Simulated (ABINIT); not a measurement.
# CdSe (F-43m) in ABINIT: settings compared, part 2 of 2

ABINIT 10.8.3 (patched build). Earlier steps stand in the parts before.

### Step 3. Single point, PBE-EpsX

Contents of run.abi:

```
# Pseudopotentials
pp_dirpath "./"
pseudos "Cd_ONCV_PBE-1.2.upf, Se_ONCV_PBE-1.2.upf"

# Structure
acell 3*1.0
rprim
     0.0000000000     5.8019716937     5.8019716937
     5.8019716937     0.0000000000     5.8019716937
     5.8019716937     5.8019716937     0.0000000000
ntypat 2
znucl 48 34
natom 2
typat 1 2
xcart
     0.0000000000     0.0000000000     0.0000000000
     2.9009858468     2.9009858468     2.9009858468

# Plane-wave basis
ecut 18.0

# k points
kptopt 1
ngkpt 3 3 3
nshiftk 1
shiftk 0.0 0.0 0.0

# Exchange and correlation
ixc 41
hyb_mixing 0.1305

# Bands and occupations
nband 15
occopt 1

# SCF cycle
nstep 60
diemac 6.0
toldfe 1.0e-7

# Output
iomode 3
prtwf 0
prtden 0
prteig 0
prtebands 0
enunit 1
prtvol 2
```

Potentials or basis: SG15 NC PBE v1.2.

Run with:

```
> mpirun --bind-to none -np 4 abinit run.abi > log 2>&1
```

run.abo:

```text
.Version 10.8.3 of ABINIT
 Symmetries : space group F-4 3 m (#216); Bravais cF (face-center cubic)
================================================================================
 Values of the parameters that define the memory need of the present run
     intxc =       0    ionmov =       0      iscf =       7    lmnmax =       6
     lnmax =       6     mgfft =      32  mpssoang =       3    mqgrid =    3001
     natom =       2  nloc_mem =       1    nspden =       1   nspinor =       1
    nsppol =       1      nsym =      24    n1xccc =       0    ntypat =       2
    occopt =       1   xclevel =       2
       mpw =        1430          nfft =       32768          nkpt =           4
================================================================================
================================================================================

--------------------------------------------------------------------------------
------------- Echo of variables that govern the present computation ------------
--------------------------------------------------------------------------------
 -outvars: echo values of preprocessed input variables --------
            acell      1.0000000000E+00  1.0000000000E+00  1.0000000000E+00 Bohr
              amu      1.12411000E+02  7.89600000E+01
           diemac      6.00000000E+00
             ecut      1.80000000E+01 Hartree
           enunit           1
   hyb_mixing          1.3050000000E-01
              ixc          41
         kptrlatt        3    0    0      0    3    0      0    0    3
          kptrlen      2.46156812E+01
            natom           2
            nband          15
          nbandhf          13
            ngfft          32      32      32
             nkpt           4
           nkpthf          27
            nstep          60
             nsym          24
           ntypat           2
           prtden           0
        prtebands           0
           prteig           0
           prtvol           2
            prtwf           0
            rprim      0.0000000000E+00  5.8019716937E+00  5.8019716937E+00
                       5.8019716937E+00  0.0000000000E+00  5.8019716937E+00
                       5.8019716937E+00  5.8019716937E+00  0.0000000000E+00
          spgroup         216
           toldfe      1.00000000E-07 Hartree
            typat      1  2
          usefock           1
           xangst      0.0000000000E+00  0.0000000000E+00  0.0000000000E+00
                       1.5351355983E+00  1.5351355983E+00  1.5351355983E+00
            xcart      0.0000000000E+00  0.0000000000E+00  0.0000000000E+00
                       2.9009858469E+00  2.9009858469E+00  2.9009858468E+00
             xred      0.0000000000E+00  0.0000000000E+00  0.0000000000E+00
                       2.5000000000E-01  2.5000000000E-01  2.5000000000E-01
            znucl       48.00000   34.00000

================================================================================

 chkinp: Checking input parameters for consistency.

================================================================================
== DATASET  1 ==================================================================

--- !DatasetInfo
[... 95 lines left out ...]

 ----iterations are completed or convergence reached----

 Mean square residual over all n,k,spin=   14.741E-09; max=  88.441E-08
   0.0000  0.0000  0.0000    1  1.40716E-12 kpt; spin; max resid(k); each band:
  2.85E-13 2.29E-13 1.90E-13 6.53E-14 1.81E-13 1.26E-12 1.27E-12 1.26E-12
  6.51E-15 6.54E-15 1.41E-12 1.35E-12 1.32E-12 5.14E-13 4.14E-13
   0.3333  0.0000  0.0000    1  8.84410E-07 kpt; spin; max resid(k); each band:
  3.45E-13 1.30E-13 1.90E-13 2.15E-13 5.78E-13 9.63E-13 1.05E-12 3.35E-14
  8.48E-14 1.03E-12 9.72E-13 1.05E-12 1.04E-12 5.29E-13 8.84E-07
   0.3333  0.3333  0.0000    1  1.38786E-12 kpt; spin; max resid(k); each band:
  4.07E-13 2.11E-13 1.13E-13 1.13E-13 7.45E-13 5.90E-13 5.89E-13 1.17E-12
  3.60E-15 8.38E-13 1.39E-12 6.97E-13 6.97E-13 3.83E-13 9.12E-13
  -0.3333  0.3333  0.0000    1  9.77738E-13 kpt; spin; max resid(k); each band:
  4.24E-13 1.10E-13 1.03E-13 1.76E-13 9.20E-13 8.45E-13 5.96E-13 1.64E-13
  5.23E-14 9.78E-13 7.48E-13 7.05E-13 7.41E-13 7.17E-13 6.64E-13
 reduced coordinates (array xred) for    2 atoms
       0.000000000000      0.000000000000      0.000000000000
       0.250000000000      0.250000000000      0.250000000000
 rms dE/dt=  7.1225E-29; max dE/dt=  0.0000E+00; dE/dt below (all hartree)
    1      -0.000000000000     -0.000000000000     -0.000000000000
    2       0.000000000000      0.000000000000      0.000000000000

 cartesian coordinates (angstrom) at end:
    1      0.00000000000000     0.00000000000000     0.00000000000000
    2      1.53513559826371     1.53513559826371     1.53513559826371

 cartesian forces (hartree/bohr) at end:
    1      0.00000000000000     0.00000000000000     0.00000000000000
    2     -0.00000000000000    -0.00000000000000    -0.00000000000000
 frms,max,avg= 5.4665556E-30 9.3202806E-30   0.000E+00  0.000E+00  0.000E+00 h/b

 cartesian forces (eV/Angstrom) at end:
    1      0.00000000000000     0.00000000000000     0.00000000000000
    2     -0.00000000000000    -0.00000000000000    -0.00000000000000
 frms,max,avg= 2.8110159E-28 4.7926810E-28   0.000E+00  0.000E+00  0.000E+00 e/A
 length scales=  1.000000000000  1.000000000000  1.000000000000 bohr
              =  0.529177210544  0.529177210544  0.529177210544 angstroms
 Fermi (or HOMO) energy (eV) =   2.70510   Average Vxc (eV)=  -7.82422
 Eigenvalues (   eV  ) for nkpt=   4  k points:
 kpt#   1, nband= 15, wtk=  0.03704, kpt=  0.0000  0.0000  0.0000 (reduced coord)
-101.65544  -61.84898  -61.84898  -61.84898  -10.30088   -5.76807   -5.76807   -5.76807
  -5.41679   -5.41679    2.70510    2.70510    2.70510    4.00038    9.48580
 kpt#   2, nband= 15, wtk=  0.29630, kpt=  0.3333  0.0000  0.0000 (reduced coord)
-101.65531  -61.84915  -61.84912  -61.84912  -10.03239   -5.69600   -5.69600   -5.40795
  -5.40795   -5.38150   -0.86147    2.12983    2.12983    5.85391   10.06232
 kpt#   3, nband= 15, wtk=  0.22222, kpt=  0.3333  0.3333  0.0000 (reduced coord)
-101.65526  -61.84920  -61.84916  -61.84916   -9.94676   -5.59278   -5.59278   -5.56419
  -5.37675   -5.30206   -0.67892    1.25595    1.25595    6.98672    7.35075
 kpt#   4, nband= 15, wtk=  0.44444, kpt= -0.3333  0.3333  0.0000 (reduced coord)
-101.65536  -61.84919  -61.84915  -61.84882   -9.85604   -5.62866   -5.59029   -5.45168
  -5.40424   -4.98850   -1.34090    0.15598    1.42696    7.35704    9.11151
 Total charge density [el/Bohr^3]
)     Maximum=    1.5987E+00  at reduced coord.    0.0313    0.0313    0.9063
)Next maximum=    1.5987E+00  at reduced coord.    0.0313    0.9063    0.0313
)     Minimum=    1.0798E-04  at reduced coord.    0.2500    0.2500    0.2500
)Next minimum=    1.0974E-03  at reduced coord.    0.7500    0.7500    0.7500
   Integrated=    2.6000E+01

--- !EnergyTerms
iteration_state     : {dtset: 1, }
comment             : Components of total free energy in Hartree
kinetic             :  5.06285902582890E+01
hartree             :  5.64667486977889E+01
xc                  : -1.40321180067086E+01
Ewald energy        : -9.44275762108564E+01
psp_core            :  3.51393613916135E+00
local_psp           : -1.49516533020500E+02
non_local_psp+x     : -1.75541611844391E+01
total_energy        : -1.64921113327265E+02
...

--- !EnergyTermsDC
iteration_state     : {dtset: 1, }
comment             : '"Double-counting" decomposition of free energy'
band_energy         : -2.37154689506581E+01
Ewald energy        : -9.44275762108564E+01
psp_core            :  3.51393613916135E+00
xc_dc               : -5.02920018821635E+01
total_energy_dc     : -1.64921110904517E+02
...

 Cartesian components of stress tensor (hartree/bohr^3)
  sigma(1 1)= -3.90857688E-05  sigma(3 2)=  0.00000000E+00
  sigma(2 2)= -3.90857688E-05  sigma(3 1)=  0.00000000E+00
  sigma(3 3)= -3.90857688E-05  sigma(2 1)=  0.00000000E+00

-Cartesian components of stress tensor (GPa)         [Pressure=  1.1499E+00 GPa]
- sigma(1 1)= -1.14994302E+00  sigma(3 2)=  0.00000000E+00
- sigma(2 2)= -1.14994302E+00  sigma(3 1)=  0.00000000E+00
- sigma(3 3)= -1.14994302E+00  sigma(2 1)=  0.00000000E+00

== END DATASET(S) ==============================================================
================================================================================

 -outvars: echo values of variables after computation  --------
            acell      1.0000000000E+00  1.0000000000E+00  1.0000000000E+00 Bohr
           etotal     -1.6492111333E+02
            fcart      1.1794193162E-30  9.3202805947E-30  1.1794193162E-30
                      -1.1794193162E-30 -9.3202805947E-30 -1.1794193162E-30
            rprim      0.0000000000E+00  5.8019716937E+00  5.8019716937E+00
                       5.8019716937E+00  0.0000000000E+00  5.8019716937E+00
                       5.8019716937E+00  5.8019716937E+00  0.0000000000E+00
           strten     -3.9085768826E-05 -3.9085768826E-05 -3.9085768826E-05
                       0.0000000000E+00  0.0000000000E+00  0.0000000000E+00
           xangst      0.0000000000E+00  0.0000000000E+00  0.0000000000E+00
                       1.5351355983E+00  1.5351355983E+00  1.5351355983E+00
             xred      0.0000000000E+00  0.0000000000E+00  0.0000000000E+00
                       2.5000000000E-01  2.5000000000E-01  2.5000000000E-01
 Calculation completed.
```

Run time: 76 s. Hardware: 4 MPI ranks of Arm Neoverse V1, shared host; peak memory 0.28 GiB.

What came out:

| Item | Value |
| --- | --- |
| Free energy | -4487.7321 eV |
| Pressure | 1.1 GPa |
| Band gap on the k mesh | 1.30 eV, direct |
| Valence electrons inside the program's atomic spheres | Cd 17.02; Se 3.25 |

Caveat: the k mesh is coarse (spacing up to 0.59 Å⁻¹), so the values aren't converged, least of all with exact exchange; exact exchange is summed on a coarse mesh, which widens gaps by tenths of an eV; the potentials were made for another functional, which shifts forces and pressure.
